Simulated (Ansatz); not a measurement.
# Dielectric response of NaI (001) films, part 2 of 2

How well do thin rocksalt NaI (001) films screen a perpendicular field?

Ansatz 0.2.0; plane-wave DFT, PBEsol, Ansatz PAW (the session's first sound run).

So far. Step 14 (Response with the atoms held, 10 atoms, units 5): The induced dipole is that of a conductor 11.65 Å thick. Step 15 (Relaxing in the field, 10 atoms, units 5, field 0.05 …): The dipole is 0.0831 e·Å, and the gap on the mesh 3.638 eV.

## (16) Field on, atoms free, 10 atoms, units 5, field -0.05 V/Å

input.yaml

```yaml
crystal:
  lattice:
    - [4.57498087, 0.0, 0.0]
    - [0.0, 4.57498087, 0.0]
    - [0.0, 0.0, 30.94]
  atoms:
    - { symbol: Na, position: [0.5, 0.5, 0.2973234545] }
    - { symbol: I, position: [0.0, 0.0, 0.2919003485] }
    - { symbol: Na, position: [0.0, 0.0, 0.3955646286] }
    - { symbol: I, position: [0.5, 0.5, 0.3977417783] }
    - { symbol: Na, position: [0.5, 0.5, 0.4999999988] }
    - { symbol: I, position: [0.0, 0.0, 0.4999999988] }
    - { symbol: Na, position: [0.0, 0.0, 0.6044353654] }
    - { symbol: I, position: [0.5, 0.5, 0.6022582243] }
    - { symbol: Na, position: [0.5, 0.5, 0.7026765442] }
    - { symbol: I, position: [0.0, 0.0, 0.7080996587] }
kpoints:
  mp_grid: { grid: [6, 6, 1] }
hamiltonian:
  xc: pbesol
scf:
  occupations: { method: fixed }
  convergence: { dr2_threshold: 1.0e-10 }
efield:
  axis: 3
  dipole_correction: true
  ramp_position: 0.97
  ramp_width: 0.06
  amplitude: -0.05
relax:
  f_tol: 0.0006
  max_steps: 70
output:
  write_potential: true
  write_density: true
  volumetric_format: npy
```

Launch:

```bash
$ ansatz run input.yaml --threads 4 --pin off --max-ram 12288MiB --backend cpu --events-out ev --progress --plain --runs-dir out
```

Elapsed: 35 s, on 4 threads of Arm Neoverse V1, shared host; peak memory 1.4 GiB; 2.3 min of CPU time.

Step by step:

```tsv
step	energy less that of the first step (eV)	largest force component (eV/Å)
1	0.0000	0.0182
2	-0.0004	0.0065
3	-0.0004	0.0005
```

The run keeps the 8 symmetry operations that it works with, so distortions that break them were not tested.

Final coordinates:

```cif
data_structure
_symmetry_space_group_name_H-M 'P 1'
_symmetry_Int_Tables_number 1
_cell_length_a 4.5750
_cell_length_b 4.5750
_cell_length_c 30.9400
_cell_angle_alpha 90.000
_cell_angle_beta 90.000
_cell_angle_gamma 90.000
_cell_volume 647.59
loop_
_atom_site_label
_atom_site_type_symbol
_atom_site_fract_x
_atom_site_fract_y
_atom_site_fract_z
_atom_site_occupancy
Na1 Na 0.50000 0.50000 0.29710 1
I2 I 0.00000 0.00000 0.29213 1
Na3 Na 0.00000 0.00000 0.39546 1
I4 I 0.50000 0.50000 0.39779 1
Na5 Na 0.50000 0.50000 0.49983 1
I6 I 0.00000 0.00000 0.50016 1
Na7 Na 0.00000 0.00000 0.60437 1
I8 I 0.50000 0.50000 0.60233 1
Na9 Na 0.50000 0.50000 0.70248 1
I10 I 0.00000 0.00000 0.70835 1
```

The relaxation took 3 steps and lowered the energy by 3.9e-4 eV; the largest force on the free atoms ends at 4.8e-4 eV/Å.

The dipole is -0.0831 e·Å, and the gap on the mesh 3.639 eV.

## (17) Response with the atoms relaxed, 10 atoms, units 5

This step: plane-wave DFT, PBEsol, Ansatz PAW; response to a field along the normal, atoms relaxed (Ansatz 0.2.0).

Local field over the applied field, running mean. From the potentials at -0.05 and 0.05 V/Å; running mean over 3.235 Å, taken twice. Table of local field over applied field by z:

```tsv
z (Å)	local field over applied field
4.5	0.974
5.0	0.921
5.5	0.881
6.0	0.837
6.5	0.718
7.0	0.620
7.5	0.502
8.0	0.407
8.5	0.344
9.0	0.201
9.5	0.157
10.0	0.133
10.5	0.108
11.0	0.111
11.5	0.0917
12.0	0.119
12.5	0.150
13.0	0.133
13.5	0.154
14.0	0.152
14.5	0.157
15.0	0.158
15.5	0.130
16.0	0.162
16.5	0.155
17.0	0.152
17.5	0.152
18.0	0.131
18.5	0.150
19.0	0.111
19.5	0.0934
20.0	0.110
20.5	0.108
21.0	0.142
21.5	0.161
22.0	0.224
22.5	0.359
23.0	0.417
23.5	0.517
24.0	0.632
24.5	0.729
25.0	0.843
25.5	0.880
26.0	0.928
26.5	0.977
```

The induced dipole is that of a conductor 14.36 Å thick.

## (18) Relaxation, 16 atoms, units 8

This step: plane-wave DFT, PBEsol, Ansatz PAW (Ansatz 0.2.0).

System of this step: NaI (001), 8 units. The cell holds 16 atoms: 8 Na and 8 I. Its edges and angles: a = 4.575 Å, b = 4.575 Å, c = 40.645 Å, α = 90.0°, β = 90.0°, γ = 90.0°. It derives from NaI (rocksalt NaI). Vacuum lies along c.

input.yaml

```yaml
crystal:
  lattice:
    - [4.57498087, 0.0, 0.0]
    - [0.0, 4.57498087, 0.0]
    - [0.0, 0.0, 40.645]
  atoms:
    - { symbol: Na, position: [0.5, 0.5, 0.2214294501] }
    - { symbol: I, position: [0.0, 0.0, 0.2214294501] }
    - { symbol: Na, position: [0.0, 0.0, 0.3010210358] }
    - { symbol: I, position: [0.5, 0.5, 0.3010210358] }
    - { symbol: Na, position: [0.5, 0.5, 0.3806126215] }
    - { symbol: I, position: [0.0, 0.0, 0.3806126215] }
    - { symbol: Na, position: [0.0, 0.0, 0.4602042072] }
    - { symbol: I, position: [0.5, 0.5, 0.4602042072] }
    - { symbol: Na, position: [0.5, 0.5, 0.5397957928] }
    - { symbol: I, position: [0.0, 0.0, 0.5397957928] }
    - { symbol: Na, position: [0.0, 0.0, 0.6193873785] }
    - { symbol: I, position: [0.5, 0.5, 0.6193873785] }
    - { symbol: Na, position: [0.5, 0.5, 0.6989789642] }
    - { symbol: I, position: [0.0, 0.0, 0.6989789642] }
    - { symbol: Na, position: [0.0, 0.0, 0.7785705499] }
    - { symbol: I, position: [0.5, 0.5, 0.7785705499] }
kpoints:
  mp_grid: { grid: [6, 6, 1] }
hamiltonian:
  xc: pbesol
scf:
  occupations: { method: fixed }
  convergence: { dr2_threshold: 1.0e-09 }
efield:
  axis: 3
  dipole_correction: true
  ramp_position: 0.97
  ramp_width: 0.06
relax:
  f_tol: 0.003
  max_steps: 100
output:
  write_potential: true
  write_density: true
  volumetric_format: npy
```

Wall time 2.3 min (4 threads); peak memory 2.4 GiB.

Relaxation path:

```tsv
step	energy less that of the first step (eV)	largest force component (eV/Å)
1	0.0000	0.1639
2	-0.0271	0.0789
3	-0.0350	0.0537
4	-0.0365	0.0137
5	-0.0367	0.0011
```

Forces are held to the 8 operations that the run works with; a distortion that breaks them can't arise in this run.

The atoms that moved most (Å):

```tsv
atom	dx	dy	dz	length
Na1	0.000	0.000	0.274	0.274
Na15	0.000	0.000	-0.274	0.274
I4	0.000	0.000	0.147	0.147
I14	0.000	0.000	-0.147	0.147
I2	0.000	0.000	0.098	0.098
I16	0.000	0.000	-0.098	0.098
Na5	0.000	0.000	0.091	0.091
Na11	0.000	0.000	-0.091	0.091
```

Running mean over 3.235 Å of the planar mean; the ramp of the sawtooth is left out. Electron's electrostatic potential energy less the highest filled level against z:

```tsv
z (Å)	electron's electrostatic potential energy less the highest filled level (eV)
4	5.88
5	5.88
6	5.81
7	4.87
8	2.32
9	1.25
10	1.20
11	1.02
12	1.23
13	1.23
14	1.23
15	1.27
16	1.27
17	1.14
18	1.24
19	1.27
20	1.18
21	1.21
22	1.27
23	1.19
24	1.19
25	1.29
26	1.22
27	1.21
28	1.25
29	1.21
30	0.992
31	1.20
32	1.38
33	3.30
34	5.44
35	5.85
36	5.88
37	5.88
```

The relaxation took 5 steps and lowered the energy by 0.037 eV; the largest force on the free atoms ends at 0.0011 eV/Å.

The gap is 3.60 eV, with the valence edge 5.88 eV and the conduction edge 2.28 eV under the upper vacuum level.

## (19) Comparing the runs

Times are for 4 threads of Arm Neoverse V1, shared host. The series side by side:

```tsv
no.	units	gap by band count (eV)	ionisation energy, upper face (eV)	electron affinity, upper face (eV)	time	memory (GiB)
1	3	3.730	5.951	2.221	18 s	0.90
2	5	3.648	5.912	2.264	50 s	1.4
3	8	3.599	5.882	2.283	2.3 min	2.4
```

The valence density, planar mean (3) oscillates, so the rows of the table below give means over windows of 1 Å about each position, cut where the curve ends. Its maxima inside the range that stand out by 2 % of the span (Å: e/Å³): 9.1: 1.30, 12.2: 1.33, 15.4: 1.30. Its minima: 10.6: 0.0465, 13.9: 0.0465.

The runs together. Valence density, planar mean against z; means over each step:

```tsv
z (Å)	3 (e/Å³)	5 (e/Å³)	8 (e/Å³)
5	3.7e-5	3.3e-5	2.7e-5
6	5.9e-4	5.3e-4	4.4e-4
7	0.00949	0.00867	0.00711
8	0.126	0.114	0.0961
9	0.936	0.911	0.879
10	0.164	0.197	0.246
11	0.0846	0.0769	0.0686
12	0.857	0.815	0.750
13	0.289	0.334	0.407
14	0.0638	0.0657	0.0648
15	0.679	0.617	0.531
16	0.481	0.544	0.630
17	0.0332	0.0640	0.0642
18	0.00219	0.396	0.326
19	1.3e-4	0.766	0.826
20	8.4e-6	0.0709	0.0823
21	0	0.235	0.186
22	0	0.889	0.932
23	0	0.0988	0.117
24	0	0.00839	0.0848
```

## (20) Single point on the relaxed film, 16 atoms, units 8

input.yaml

```yaml
crystal:
  lattice:
    - [4.57498087, 0.0, 0.0]
    - [0.0, 4.57498087, 0.0]
    - [0.0, 0.0, 40.645]
  atoms:
    - { symbol: Na, position: [0.5, 0.5, 0.2281634619] }
    - { symbol: I, position: [0.0, 0.0, 0.2238468389] }
    - { symbol: Na, position: [0.0, 0.0, 0.3025873761] }
    - { symbol: I, position: [0.5, 0.5, 0.3046390217] }
    - { symbol: Na, position: [0.5, 0.5, 0.3828462588] }
    - { symbol: I, position: [0.0, 0.0, 0.3819861843] }
    - { symbol: Na, position: [0.0, 0.0, 0.4604909477] }
    - { symbol: I, position: [0.5, 0.5, 0.460960082] }
    - { symbol: Na, position: [0.5, 0.5, 0.5395090546] }
    - { symbol: I, position: [0.0, 0.0, 0.5390399032] }
    - { symbol: Na, position: [0.0, 0.0, 0.6171537436] }
    - { symbol: I, position: [0.5, 0.5, 0.618013809] }
    - { symbol: Na, position: [0.5, 0.5, 0.6974126284] }
    - { symbol: I, position: [0.0, 0.0, 0.6953609804] }
    - { symbol: Na, position: [0.0, 0.0, 0.7718365426] }
    - { symbol: I, position: [0.5, 0.5, 0.7761531669] }
kpoints:
  mp_grid: { grid: [6, 6, 1] }
hamiltonian:
  xc: pbesol
scf:
  occupations: { method: fixed }
  convergence: { dr2_threshold: 1.0e-09 }
efield:
  axis: 3
  dipole_correction: true
  ramp_position: 0.97
  ramp_width: 0.06
output:
  eigenvalues: true
  dos: { projected: true, e_range: [-7, 7] }
  write_potential: true
  write_density: true
  volumetric_format: npy
checkpoint:
  write: end8.run
  compress: false
  write_wavefunctions: false
```

The job ended after 48 s (4 threads; peak memory 2.6 GiB; 3.2 min of CPU time).

Running mean over 3.235 Å of the planar mean; the ramp of the sawtooth is left out. Electron's electrostatic potential energy less the highest filled level against z:

(Unchanged from step 18.)

The gap is 3.60 eV, with the valence edge 5.88 eV and the conduction edge 2.28 eV under the upper vacuum level.

## (21) Atoms held, 16 atoms, units 8, field 0.1 V/Å

Changes to input.yaml since step 20:

```diff
@@ -28,3 +28,3 @@
   occupations: { method: fixed }
-  convergence: { dr2_threshold: 1.0e-09 }
+  convergence: { dr2_threshold: 1.0e-10 }
 efield:
@@ -34,5 +34,4 @@
   ramp_width: 0.06
+  amplitude: 0.1
 output:
-  eigenvalues: true
-  dos: { projected: true, e_range: [-7, 7] }
   write_potential: true
@@ -40,5 +39 @@
   volumetric_format: npy
-checkpoint:
-  write: end8.run
-  compress: false
-  write_wavefunctions: false
```

Wall time 51 s (4 threads); peak memory 2.6 GiB.

The dipole is 0.213 e·Å, and the gap on the mesh 3.251 eV.

## (22) Single point, 16 atoms, units 8, field -0.1 V/Å

Changes to input.yaml since step 21:

```diff
@@ -34,3 +34,3 @@
   ramp_width: 0.06
-  amplitude: 0.1
+  amplitude: -0.1
 output:
```

Run time: 51 s. Hardware: 4 threads; peak memory 2.6 GiB; 3.3 min of CPU time.

The dipole is -0.213 e·Å, and the gap on the mesh 3.251 eV.

## (23) Response with the atoms held, 16 atoms, units 8

This step: plane-wave DFT, PBEsol, Ansatz PAW; response to a field along the normal, atoms held (Ansatz 0.2.0).

Local field over the applied field, running mean. From the potentials at -0.1 and 0.1 V/Å; running mean over 3.235 Å, taken twice. The local field over applied field by z:

```tsv
z (Å)	local field over applied field
6	0.882
8	0.524
10	0.298
12	0.289
14	0.288
16	0.290
18	0.291
20	0.290
22	0.290
24	0.291
26	0.288
28	0.290
30	0.286
32	0.416
34	0.785
36	0.983
```

The induced dipole is that of a conductor 18.44 Å thick.

## (24) Field on, atoms free, 16 atoms, units 8, field 0.05 V/Å

This step: plane-wave DFT, PBEsol, Ansatz PAW (Ansatz 0.2.0).

Changes to input.yaml since step 22:

```diff
@@ -34,3 +34,6 @@
   ramp_width: 0.06
-  amplitude: -0.1
+  amplitude: 0.05
+relax:
+  f_tol: 0.0006
+  max_steps: 70
 output:
```

The job ended after 93 s (4 threads; peak memory 2.4 GiB).

The relaxation took 3 steps and lowered the energy by 5.9e-4 eV; the largest force on the free atoms ends at 5.5e-4 eV/Å.

The dipole is 0.130 e·Å, and the gap on the mesh 3.566 eV.

## (25) Relaxing in the field, 16 atoms, units 8, field -0.05 V/Å

Changes to input.yaml since step 24:

```diff
@@ -34,3 +34,3 @@
   ramp_width: 0.06
-  amplitude: 0.05
+  amplitude: -0.05
 relax:
```

Run time: 92 s. Hardware: 4 threads; peak memory 2.4 GiB; 6 min of CPU time.

The relaxation took 3 steps and lowered the energy by 5.9e-4 eV; the largest force on the free atoms ends at 5.5e-4 eV/Å.

The dipole is -0.130 e·Å, and the gap on the mesh 3.566 eV.

## (26) Response with the atoms relaxed, 16 atoms, units 8

This step: plane-wave DFT, PBEsol, Ansatz PAW; response to a field along the normal, atoms relaxed (Ansatz 0.2.0).

Local field over the applied field, running mean. From the potentials at -0.05 and 0.05 V/Å; running mean over 3.235 Å, taken twice. Local field over applied field against z:

```tsv
z (Å)	local field over applied field
5	0.931
6	0.847
7	0.638
8	0.421
9	0.227
10	0.139
11	0.108
12	0.109
13	0.143
14	0.160
15	0.162
16	0.142
17	0.136
18	0.135
19	0.147
20	0.148
21	0.147
22	0.142
23	0.136
24	0.137
25	0.136
26	0.162
27	0.161
28	0.150
29	0.0924
30	0.106
31	0.159
32	0.331
33	0.490
34	0.704
35	0.878
36	0.969
```

The induced dipole is that of a conductor 22.53 Å thick.

## (27) Electronic ε from the series

This step: plane-wave DFT, PBEsol, Ansatz PAW; permittivity from the thickness series, atoms held (Ansatz 0.2.0).

Each added layer adds t(1 − 1/ε) to the dipole term, so the slope against thickness gives ε without a choice of where the film ends.

This step gave:

```
slope                : 0.7085
intercept of the fit : 2.538 Å
ε of the interior    : 3.430
```

Table of equivalent conductor thickness by distance between the outer atoms:

```tsv
distance between the outer atoms (Å)	equivalent conductor thickness (Å)
6.48	7.13
12.88	11.7
22.45	18.4
```

By hand, from the thinnest and the thickest film: slope = (18.445 − 7.130) / (22.448 − 6.476) = 0.708, so ε = 1/(1 − 0.708) = 3.43.

## (28) Static ε from the series

This step: plane-wave DFT, PBEsol, Ansatz PAW; permittivity from the thickness series, atoms relaxed (Ansatz 0.2.0).

The same fit for the relaxed films. The nearer its slope lies to 1, the more ε hangs on small errors.

This step gave:

```
slope                : 0.8467
intercept of the fit : 3.504 Å
ε of the interior    : 6.522
```

The equivalent conductor thickness by distance between the outer atoms:

```tsv
distance between the outer atoms (Å)	equivalent conductor thickness (Å)
6.47	9.01
12.88	14.4
22.45	22.5
```

By hand, from the thinnest and the thickest film: slope = (22.527 − 9.013) / (22.446 − 6.475) = 0.846, so ε = 1/(1 − 0.846) = 6.50. One nm of such a film has the capacitance of 3.9/6.50 = 0.60 nm of SiO₂ (its equivalent oxide thickness).

## (29) Varying the input: hamiltonian.xc = "revpbe"

This step: plane-wave DFT, PBEsol, Ansatz PAW, but for the change named below (Ansatz 0.2.0).

System of this step: NaI (001), 3 units. The cell holds 6 atoms: 3 Na and 3 I. Cell: a = 4.575 Å, b = 4.575 Å, c = 24.470 Å, α = 90.0°, β = 90.0°, γ = 90.0°. It derives from NaI (rocksalt NaI). Vacuum lies along c.

A run with a changed input: it repeats the earlier run at 0.1 V/Å, 3 units with hamiltonian.xc from pbesol to revpbe.

input.yaml, the sections that differ from step 25:

```yaml
crystal:
  lattice:
    - [4.57498087, 0.0, 0.0]
    - [0.0, 4.57498087, 0.0]
    - [0.0, 0.0, 24.47]
  atoms:
    - { symbol: Na, position: [0.5, 0.5, 0.3731371911] }
    - { symbol: I, position: [0.0, 0.0, 0.367675752] }
    - { symbol: Na, position: [0.0, 0.0, 0.4999999904] }
    - { symbol: I, position: [0.5, 0.5, 0.500000026] }
    - { symbol: Na, position: [0.5, 0.5, 0.6268627909] }
    - { symbol: I, position: [0.0, 0.0, 0.6323242496] }
hamiltonian:
  xc: revpbe
efield:
  axis: 3
  dipole_correction: true
  ramp_position: 0.9685
  ramp_width: 0.063
  amplitude: 0.1
# kpoints, scf, output: as in step 25
# relax: removed
```

Wall time 7.7 s (4 threads); peak memory 0.9 GiB.

This step gave:

```yaml
gap_on_the_k_mesh: 3.896 eV
dipole_along_the_normal: 0.08169 e·Å
```

```tsv
quantity	this run	earlier run	difference
dipole along the normal (e·Å)	0.08169	0.08247	-7.7e-4
gap on the k-mesh (eV)	3.896	3.686	0.21
```

What moves beyond 0.01 in its unit (for the dipole 0.5 % and 5e-5 e·Å): gap on the k-mesh (+0.21 eV) and dipole along the normal (-0.000774 e·Å).

## (30) Varying the input

This step: plane-wave DFT, PBEsol, Ansatz PAW (Ansatz 0.2.0).

An input spoilt on purpose, to show how the run answers: it repeats the earlier run at 0.1 V/Å, 3 units with kpoints.mp_grid.kspacing to 0.3, and scf.max_iter set to 50.

Changes to input.yaml since step 29:

```diff
@@ -13,5 +13,5 @@
 kpoints:
-  mp_grid: { grid: [6, 6, 1] }
+  mp_grid: { grid: [6, 6, 1], kspacing: 0.3 }
 hamiltonian:
-  xc: revpbe
+  xc: pbesol
 scf:
@@ -19,2 +19,3 @@
   convergence: { dr2_threshold: 1.0e-10 }
+  max_iter: 50
 efield:
```

Wall time 0.11 s (4 threads); peak memory 0.082 GiB.

The input was rejected at the start.

The program's message: “Error: invalid value for `kpoints.mp_grid.kspacing`: mutually exclusive with `grid` — set one or the other”

The fault put into the input: a mesh and a spacing both set.

## (31) Results

```json
{"electronic ε from the thickness series": "3.43", "static ε from the thickness series": "6.52", "local electronic ε, middle of 8 units": "3.45"}
```

In words: The films give an electronic ε of 3.43 and a static ε of 6.52. The slope of the series and the field inside the thickest film give 3.43 and 3.45, in agreement. Ions raise ε from 3.43 to 6.52. The in-plane lattice constants are held at typed bulk values. Semilocal functionals tend to overestimate the electronic ε a little.

[Logs are printed without paths, hosts, clocks, repeated set-up lines and the standing remarks that a program may print on its own settings, such as how far it seeks lower states.]

[Hosts, paths, dates, database ids (printed as entryN), source tags and the programs' standing remarks are cut or masked in the printed files.]

[Maps of the electrostatic potential energy from Ansatz leave out the sawtooth potential of an applied field or a dipole correction, so their vacuum need not be flat; planar profiles and work functions include it.]
